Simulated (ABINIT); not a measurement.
# Ta (P6_3/mmc) in ABINIT: notebook

The runs below take Ta through single point, with PBEsol.

Program: ABINIT 10.8.3 (patched build). These are calculated values, not measurements. Logs are shortened: lines on timing, memory, paths and dates and some standing lists are left out, and cuts for length are marked. The log counts tension as positive stress, the text compression.

**1. The cell of the first run**

The structure is hexagonal, space group P6_3/mmc (No. 194). Conventional cell: a = 2.900 Å, b = 2.900 Å, c = 5.166 Å, α = 90.00°, β = 90.00°, γ = 120.00°. Around Ta (site symmetry -6m2) lie 12 Ta at 2.90 to 3.08 Å.

This isn't the form of Ta at room conditions, which is bcc.

**2. Single point, PBEsol, 18.82 Å³/atom (shear strain of 0 %)**

Contents of run.abi:

```
# Pseudopotentials
pp_dirpath "./"
pseudos "Ta.GGA_PBE-JTH.xml"

# Structure
acell 3*1.0
rprim
     5.4809088767     0.0000000000     0.0000000000
    -2.7404544384     4.7466063231     0.0000000000
     0.0000000000     0.0000000000     9.7628429448
ntypat 1
znucl 73
natom 2
typat 1 1
xred
     0.3333333333     0.6666666667     0.2500000000
     0.6666666667     0.3333333333     0.7500000000

# Plane-wave basis
ecut 19.0
pawecutdg 38.0
pawxcdev 0

# k points
kptopt 1
ngkpt 11 11 5
nshiftk 1
shiftk 0.0 0.0 0.0

# Exchange and correlation
ixc -116133

# Bands and occupations
nband 17
occopt 3
tsmear 0.00183747

# SCF cycle
nstep 100
tolvrs 1.0e-9

# Output
iomode 3
prtwf 0
prtden 0
prteig 0
prtebands 0
enunit 2
```

Potentials or basis: JTH PAW PBE v2.0.

Launch:

```
$ abinit run.abi > log 2>&1
```

run.abo:

```text
.Version 10.8.3 of ABINIT
 Symmetries : space group P6_3/m m c (#194); Bravais hP (primitive hexag.)
================================================================================
 Values of the parameters that define the memory need of the present run
     intxc =       0    ionmov =       0      iscf =      17    lmnmax =      18
     lnmax =       6     mgfft =      40  mpssoang =       3    mqgrid =    3001
     natom =       2  nloc_mem =       2    nspden =       1   nspinor =       1
    nsppol =       1      nsym =      24    n1xccc =       1    ntypat =       1
    occopt =       3   xclevel =       2
       mpw =        1027          nfft =       23040          nkpt =          48
 PAW method is used; the additional fine FFT grid is defined by:
   mgfftf=        60    nfftf =     61440
================================================================================
================================================================================

--------------------------------------------------------------------------------
------------- Echo of variables that govern the present computation ------------
--------------------------------------------------------------------------------
 -outvars: echo values of preprocessed input variables --------
            acell      1.0000000000E+00  1.0000000000E+00  1.0000000000E+00 Bohr
              amu      1.80947900E+02
             ecut      1.90000000E+01 Hartree
           enunit           2
              ixc     -116133
         kptrlatt       11    0    0      0   11    0      0    0    5
          kptrlen      4.88142147E+01
            natom           2
            nband          17
            ngfft          24      24      40
          ngfftdg          32      32      60
             nkpt          48
            nstep         100
             nsym          24
           ntypat           1
           occopt           3
        pawecutdg      3.80000000E+01 Hartree
         pawxcdev           0
           prtden           0
        prtebands           0
           prteig           0
            prtwf           0
            rprim      5.4809088767E+00  0.0000000000E+00  0.0000000000E+00
                      -2.7404544384E+00  4.7466063231E+00  0.0000000000E+00
                       0.0000000000E+00  0.0000000000E+00  9.7628429448E+00
          spgroup         194
           tolvrs      1.00000000E-09
           tsmear      1.83747000E-03 Hartree
            typat      1  1
           useylm           1
           xangst     -1.7639391153E-11  1.6745305957E+00  1.2915684991E+00
                       1.4501860353E+00  8.3726529787E-01  3.8747054974E+00
            xcart     -3.3333618307E-11  3.1644042154E+00  2.4407107362E+00
                       2.7404544383E+00  1.5822021077E+00  7.3221322086E+00
             xred      3.3333333333E-01  6.6666666667E-01  2.5000000000E-01
                       6.6666666667E-01  3.3333333333E-01  7.5000000000E-01
            znucl       73.00000

[... 126 lines left out ...]

 cartesian forces (eV/Angstrom) at end:
    1     -0.00000000000000     0.00000000000000    -0.00000000000000
    2      0.00000000000000    -0.00000000000000    -0.00000000000000
 frms,max,avg= 3.0361730E-27 5.1048561E-27   0.000E+00  0.000E+00  0.000E+00 e/A
 length scales=  1.000000000000  1.000000000000  1.000000000000 bohr
              =  0.529177210544  0.529177210544  0.529177210544 angstroms
 Fermi (or HOMO) energy (hartree) =   0.04453   Average Vxc (hartree)=  -0.45720
 Eigenvalues (hartree) for nkpt=  48  k points:
 kpt#   1, nband= 17, wtk=  0.00165, kpt=  0.0000  0.0000  0.0000 (reduced coord)
  -2.44089   -2.43874   -1.22471   -1.19478   -1.19045   -1.19045   -1.18743   -1.18743
  -0.25663   -0.13623    0.02337    0.03947    0.06584    0.06584    0.08652    0.08652
   0.15261
      occupation numbers for kpt#   1
   2.00000    2.00000    2.00000    2.00000    2.00000    2.00000    2.00000    2.00000
   2.00000    2.00000    1.99998    1.88016    0.00002    0.00002    0.00000    0.00000
   0.00000
 prteigrs : prtvol=0 or 1, do not print more k-points.

 Fermi (or HOMO) energy (eV) =   1.21168   Average Vxc (eV)= -12.44109
 Eigenvalues (   eV  ) for nkpt=  48  k points:
 kpt#   1, nband= 17, wtk=  0.00165, kpt=  0.0000  0.0000  0.0000 (reduced coord)
 -66.42003  -66.36157  -33.32603  -32.51165  -32.39379  -32.39379  -32.31173  -32.31173
  -6.98318   -3.70697    0.63602    1.07403    1.79155    1.79155    2.35430    2.35432
   4.15276
 prteigrs : prtvol=0 or 1, do not print more k-points.

--- !EnergyTerms
iteration_state     : {dtset: 1, }
comment             : Components of total free energy in Hartree
kinetic             :  1.19597938961009E+01
hartree             :  1.62692058909514E+01
xc                  : -1.61647485629791E+01
Ewald energy        : -9.69966417640463E+01
psp_core            :  1.57459608657976E+01
local_psp           : -1.62012337466918E+01
PAW spherical_terms : -3.26493404162440E+01
internal            : -1.18037003837111E+02
'-kT*entropy'       : -6.96723363957820E-04
total_energy        : -1.18037700560475E+02
total_energy_eV     : -3.21196946153854E+03
...

--- !EnergyTermsDC
iteration_state     : {dtset: 1, }
comment             : '"Double-counting" decomposition of free energy'
band_energy         : -2.46716152336357E+01
Ewald energy        : -9.69966417640463E+01
psp_core            :  1.57459608657976E+01
xc_dc               : -2.43999027813326E+01
PAW spherical_terms :  1.22851873201320E+01
internal            : -1.18037011593085E+02
'-kT*entropy'       : -6.96723363957820E-04
total_energy_dc     : -1.18037708316449E+02
total_energy_dc_eV  : -3.21196967258934E+03
...

--- !EnergyTermsWithPAWCore
iteration_state     : {dtset: 1, }
comment             : 'Components of total free energy, including PAW core contributions'
Total energy        : -3.12006456778593E+04
Total energy DC     : -3.12006456856153E+04
Total energy (eV)   : -8.49012820664228E+05
Total energy DC (eV): -8.49012820875279E+05
...

 Cartesian components of stress tensor (hartree/bohr^3)
  sigma(1 1)=  2.73120606E-04  sigma(3 2)=  0.00000000E+00
  sigma(2 2)=  2.73120605E-04  sigma(3 1)=  0.00000000E+00
  sigma(3 3)=  2.12497898E-04  sigma(2 1)=  6.55905523E-13

-Cartesian components of stress tensor (GPa)         [Pressure= -7.4410E+00 GPa]
- sigma(1 1)=  8.03548565E+00  sigma(3 2)=  0.00000000E+00
- sigma(2 2)=  8.03548561E+00  sigma(3 1)=  0.00000000E+00
- sigma(3 3)=  6.25190400E+00  sigma(2 1)=  1.92974067E-08

== END DATASET(S) ==============================================================
================================================================================

 -outvars: echo values of variables after computation  --------
            acell      1.0000000000E+00  1.0000000000E+00  1.0000000000E+00 Bohr
           etotal     -1.1803770832E+02
            fcart     -2.4563856869E-29  9.9273645627E-29 -0.0000000000E+00
                       2.4563856869E-29 -9.9273645627E-29 -0.0000000000E+00
            rprim      5.4809088767E+00  0.0000000000E+00  0.0000000000E+00
                      -2.7404544384E+00  4.7466063231E+00  0.0000000000E+00
                       0.0000000000E+00  0.0000000000E+00  9.7628429448E+00
           strten      2.7312060599E-04  2.7312060468E-04  2.1249789781E-04
                       0.0000000000E+00  0.0000000000E+00  6.5590552318E-13
           xangst     -1.7639391153E-11  1.6745305957E+00  1.2915684991E+00
                       1.4501860353E+00  8.3726529787E-01  3.8747054974E+00
             xred      3.3333333333E-01  6.6666666667E-01  2.5000000000E-01
                       6.6666666667E-01  3.3333333333E-01  7.5000000000E-01
 Calculation completed.
```

Run time: 55 s. Hardware: 1 thread of Intel Xeon Platinum 8175M at 2.50GHz (Skylake/Cascade Lake), shared host; peak memory 0.13 GiB.

Results:

| Quantity | Value |
| --- | --- |
| Free energy | -3211.9697 eV |
| Pressure | -7.4 GPa |
| Band gap on the k mesh | none (metal or under the smearing width) |
| Valence electrons inside the program's atomic spheres | Ta 10.58 (radii [1.2805] Å) |

Caveat: the PAW data sets were made with another functional, which shifts forces and pressure a little.

**3. Single point, PBEsol, 18.82 Å³/atom (shear strain of -2 %)**

Edit run.abi of step 2 so:

```diff
@@ -7,4 +7,4 @@
 rprim
-     5.4809088767     0.0000000000     0.0000000000
-    -2.7404544384     4.7466063231     0.0000000000
+     5.4809088767    -0.0548090887     0.0000000000
+    -2.7879205017     4.7740108675     0.0000000000
      0.0000000000     0.0000000000     9.7628429448
@@ -17,2 +17,5 @@
      0.6666666667     0.3333333333     0.7500000000
+chkprim 0
+chksymtnons 0
+tolsym 1.0e-6
```

Potentials or basis: JTH PAW PBE v2.0.

Launch:

```
$ abinit run.abi > log 2>&1
```

Wall time 2.7 min (1 thread of Intel Xeon Platinum 8175M at 2.50GHz (Skylake/Cascade Lake), shared host); peak memory 0.2 GiB.

Results (log left out):

```yaml
Free_energy: -3211.9675 eV
Pressure: -7.4 GPa
Largest_force: 0.086 eV/Å
Band_gap_on_the_k_mesh: none (metal or under the smearing width)
Valence_electrons_inside_the_program's_atomic_spheres: Ta 10.58 (radii [1.2805] Å)
```

Caveat: the PAW data sets were made with another functional, which shifts forces and pressure a little.
